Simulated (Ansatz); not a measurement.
The cell is COD entry 1533530, as deposited and not checked against the literature; nothing was relaxed.

Below is the log of a run of Ansatz 0.2.0.

```
hamiltonian.pseudopotentials.datasets: crystal makes datasets for this crystal and solves the spheres of its atoms anew in each pass: cutoff 160.0 eV, the density's 800.0 eV; for an error of 0.50 meV an atom under PBE, 1.5 meV for the cell; an energy difference from a run of another recipe may be off by several times the error for the cell, under r2SCAN by more, where some 0.1 meV an atom stays at smaller errors; Te in spheres of 1.376 Å, 6 of its electrons in bands, 10 on its site; only band paths and densities of states list, in semicore columns, the levels of the semicore shells that are solved separately: 4d of Te
Te: output.efg is read without spin–orbit coupling, which moves field gradients at and beside such atoms by some per cent and up to a factor of two; PAW files take it under magnetization.noncollinear and magnetization.spin_orbit
Engine: ansatz 0.2.0
Pseudopotentials: kind: all_electron
Pseudopotential: Te, paw, valence charge 16, recommended cutoff 160 eV (normal), Koelling and Harmon's equation, gaussian nucleus
Functional definition: SPW92
  exchange = slater_x
  correlation = pw_c
Crystal: 3 atoms, lattice volume = 79.463 Å³
Basis set: ecut = 160 eV, 361 PW (Γ)
Bands: 13, of which v1, the nominal top of the filled ones, is band 9 counted from 1 (8 counted from 0)
Symmetry: 4 space group operations
Space group: C2/m (ITA 12), of the structure as read, at distance tolerance 4.3e-5 Å
k-points: 150 of 512
Non-local potential: Te, projectors of the file, l = 0: 1, l = 1: 1
PAW form: soft (Blöchl's): semilocal exchange-correlation on the pseudo side does not see the compensation charge
PAW one-centre angular grid: Te, 110 points (default); XC on its mesh's 1857 points in the sphere
Initial density: superposition of atomic densities (neutral atoms: chi_scale 0, normalization atom)
Initial wavefunctions: pseudopotential atomic-orbital guess
Functional: x = slater, c = lda
iter 1 solved again at ethr=3.66e-4 eV; its pass at ethr=1.00e-1 eV (dr2=6.59e-2 eV) is discarded
SCF iter   1: F=—  HF=-554195.066871 eV  |F-HF|=—  |Δ(HF+E_count)|=         —  Δρ=1.04e-2  dr2=5.20e-2  ethr=3.66e-4  ⟨swp⟩=6.8  Hψ=14353  notcnv=1
preconditioner: auto → none  [metal: Δε(μ)=0.016 eV  Ē_g=8.535 eV  σ=0.050 eV  W_gap=0.08  n_scr=8 (ndim 8)  ℏωp=17.7 eV  f_vac=0.000  D(μ)=1.81/eV (n_scr^D=8)  sad-step TF]
SCF iter   2: F=—  HF=-554195.041171 eV  |F-HF|=—  |Δ(HF+E_count)|=   2.57e-2  Δρ=6.06e-3  dr2=1.80e-2  ethr=2.89e-4  ⟨swp⟩=2.3  Hψ=3884  notcnv=0  defer=30
iter 3 solved again at ethr=1.28e-6 eV; its pass at ethr=1.00e-4 eV (dr2=2.31e-4 eV) is discarded
SCF iter   3: F=—  HF=-554195.029481 eV  |F-HF|=—  |Δ(HF+E_count)|=   1.17e-2  Δρ=5.90e-4  dr2=2.19e-4  ethr=1.28e-6  ⟨swp⟩=2.5  Hψ=9212  notcnv=0  defer=20
SCF iter   4: F=—  HF=-554195.029394 eV  |F-HF|=—  |Δ(HF+E_count)|=   8.63e-5  Δρ=2.58e-4  dr2=1.16e-4  ethr=1.22e-6  ⟨swp⟩=3.1  Hψ=4080  notcnv=0  defer=9
SCF iter   5: F=—  HF=-554195.029436 eV  |F-HF|=—  |Δ(HF+E_count)|=   4.13e-5  Δρ=3.54e-4  dr2=2.94e-4  ethr=6.44e-7  ⟨swp⟩=3.1  Hψ=4686  notcnv=0  defer=5
SCF iter   6: F=—  HF=-554195.029354 eV  |F-HF|=—  |Δ(HF+E_count)|=   8.13e-5  Δρ=1.91e-5  dr2=2.91e-7  ethr=6.44e-7  ⟨swp⟩=3.0  Hψ=4288  notcnv=0  defer=3
SCF iter   7: F=—  HF=-554195.029354 eV  |F-HF|=—  |Δ(HF+E_count)|=   2.46e-8  Δρ=9.80e-6  dr2=1.17e-7  ethr=1.61e-9  ⟨swp⟩=3.3  Hψ=4835  notcnv=0  defer=1
SCF iter   8: F=-554195.029354 eV  HF=-554195.029354 eV  |F-HF|=3.03e-9  |Δ(HF+E_count)|=   4.55e-8  Δρ=1.80e-6  dr2=3.52e-9  ethr=6.53e-10  ⟨swp⟩=3.0  Hψ=3948  notcnv=0  defer=1
SCF 1 converged in 8 iterations: F = -554195.029358 eV  dr2 = 3.52e-9
  Residual-converged pass: ⟨swp⟩=3.1  Hψ=4280  notcnv=0  max |occ|·‖R‖ = 6.4e-6 eV (tolerance 6.5e-6 eV)  dr2=3.67e-9  dr2_onsite=3.44e-9  max |Δocc| = 2.7e-9
  greatest PAW one-centre occupation: 0.842 electrons in one spin orbital (limit 2), on the Te atom at site 2 (counted from 0), in its partial waves of l = 0
NSCF: frozen V_eff on 65 k-points
SCF converged after 8 iterations
Free energy (F): -554195.029358 eV
Harris-Foulkes:  -554195.029358 eV  (|F-HF|=3.03e-9)
Internal energy: -554195.014848 eV  (E = F + TS)
E sigma→0 (E₀):  -554195.022103 eV
Entropy (-TS):   -0.014510 eV (-4.837 meV/atom)
Past the cutoff: the bands carry plane waves up to 1.75 times it, of which those up to 1.5 times it add -0.000194 eV an atom, each by itself; the spheres take 0.000081 eV an atom off the energy for waves past 1.75 times it
By the cutoff:   a pressure is off by up to 0.005 GPa (1.2 times the spheres' own share and the shells' term, over an atom's volume, and 0.004 GPa: a bound that held against runs at twice the plane waves)
Past the cutoffs: a stress includes 0.0020 GPa for waves and charges beyond them, in addition to the slope of what the spheres take
In the spheres:  the bands' charges fall short by 7.7e-7 e at most (sound up to 1e-3), those of shells solved beside the bands by 3.3e-7 e (sound up to 5e-4)
Fermi energy:    14.868146 eV
--- Per-component energies (eV) ---
  The terms above E_closure are by the made datasets' own strengths, without shells solved beside the bands.
--- Forces (eV/Å), atoms counted from 1 ---
  atom   1  Te    -0.40401041    -0.00000000    -0.19874973
  atom   2  Te     0.40401041     0.00000000     0.19874973
  atom   3  Te     0.00000000     0.00000000     0.00000000
  max |Σ_I F_I| component: 5.55e-17 eV/Å
--- Stress (GPa, compression-positive) ---
        4.090248       0.000000       0.987528
        0.000000       4.265725      -0.000000
        0.987528      -0.000000       5.872204
  P = ⅓ Tr σ = 4.7427 GPa (47.427 kbar)
  It holds what live shells' own plane waves past their cutoff add
--- PAW observables at the nuclei: V_zz in 10²¹ V/m², potentials from the cell's mean, atoms counted from 1 ---
  atom   1  Te V_zz =   -28.603894   η = 0.1894   by run symmetry: allowed
            electrostatic potential = -8647.035874 V   contact ρ = 1462818.363672 e/Å³
  atom   2  Te V_zz =   -28.603894   η = 0.1894   by run symmetry: allowed
            electrostatic potential = -8647.035874 V   contact ρ = 1462818.363672 e/Å³
  atom   3  Te V_zz =   -32.310073   η = 0.6361   by run symmetry: allowed
            electrostatic potential = -8647.001244 V   contact ρ = 1462820.789326 e/Å³
--- Band table (eV; the first three rows and the last of 150) ---
  k-point 0: bands = ["0.0159", "5.1829", "5.2267", "10.1798", "10.4499", "10.9622", "10.9833", "12.7039", "13.0102", "16.4086", "17.7791", "18.1168", "20.6426"]
  k-point 1: bands = ["0.1426", "4.5643", "5.7214", "10.2364", "10.5374", "11.1094", "11.1139", "11.9267", "13.7316", "15.7680", "17.0832", "17.4224", "19.8053"]
  k-point 2: bands = ["0.5169", "3.7579", "6.1634", "10.3820", "10.7583", "11.3884", "11.5146", "11.6288", "13.7921", "14.4749", "15.7335", "16.0720", "19.0020"]
  k-point 149: bands = ["2.7615", "3.2465", "3.5741", "7.9775", "10.8811", "10.9148", "10.9536", "11.1240", "16.3824", "16.5380", "17.0675", "17.5013", "21.7615"]
  guard bands above this table: 0 of the run's 13 bands, where the rule asks 2: the bands that hold charge and the lowest empty level above them stay in the table. A level can be missing at the table's top as with no guard band: raise scf.n_extra_bands
```

The cell and starting positions:

```
CELL_PARAMETERS angstrom
4.23410 -2.37120 0.00000
4.23410 2.37120 0.00000
-0.13045 0.00000 3.95735
ATOMIC_POSITIONS crystal
Te 0.67600 0.67600 0.67500
Te 0.32400 0.32400 0.32500
Te 0.00000 0.00000 0.00000
```

Parts of the input that the log doesn't repeat:

```yaml
  band_path:
    path:
      - [0.0, 0.0, 0.0]
      - [-0.3284920764, 0.3284920764, 0.0]
      - [-0.6715079236, -0.3284920764, 0.0]
      - [-0.5, -0.5, 0.0]
      - [0.0, 0.0, 0.0]
      - [-0.5, -0.5, 0.5]
      - [-0.6770386277, -0.3229613723, 0.5]
      - [-0.3229613723, 0.3229613723, 0.5]
      - [0.0, 0.0, 0.5]
    npoints: 8
output:
  forces: true
  stress: true
  eigenvalues: true
  efg: { contact_densities: true }
```

(1) Write the input that produced this log.

Answers

(1) 
```yaml
crystal:
  lattice:
    - [4.2341, -2.3712, 0.0]
    - [4.2341, 2.3712, 0.0]
    - [-0.13045, 0.0, 3.95735]
  atoms:
    - { symbol: Te, position: [0.676, 0.676, 0.675] }
    - { symbol: Te, position: [0.324, 0.324, 0.325] }
    - { symbol: Te, position: [0.0, 0.0, 0.0] }
kpoints:
  mp_grid: { grid: [8, 8, 8] }
  band_path:
    path:
      - [0.0, 0.0, 0.0]
      - [-0.3284920764, 0.3284920764, 0.0]
      - [-0.6715079236, -0.3284920764, 0.0]
      - [-0.5, -0.5, 0.0]
      - [0.0, 0.0, 0.0]
      - [-0.5, -0.5, 0.5]
      - [-0.6770386277, -0.3229613723, 0.5]
      - [-0.3229613723, 0.3229613723, 0.5]
      - [0.0, 0.0, 0.5]
    npoints: 8
scf:
  occupations: { method: fermi_dirac, width: 0.05 }
hamiltonian:
  xc: lda
  pseudopotentials: { kind: all_electron, datasets: crystal }
output:
  forces: true
  stress: true
  eigenvalues: true
  efg: { contact_densities: true }
```
This is the input that was run; digits and keys that the log doesn't show could differ in an equivalent one.
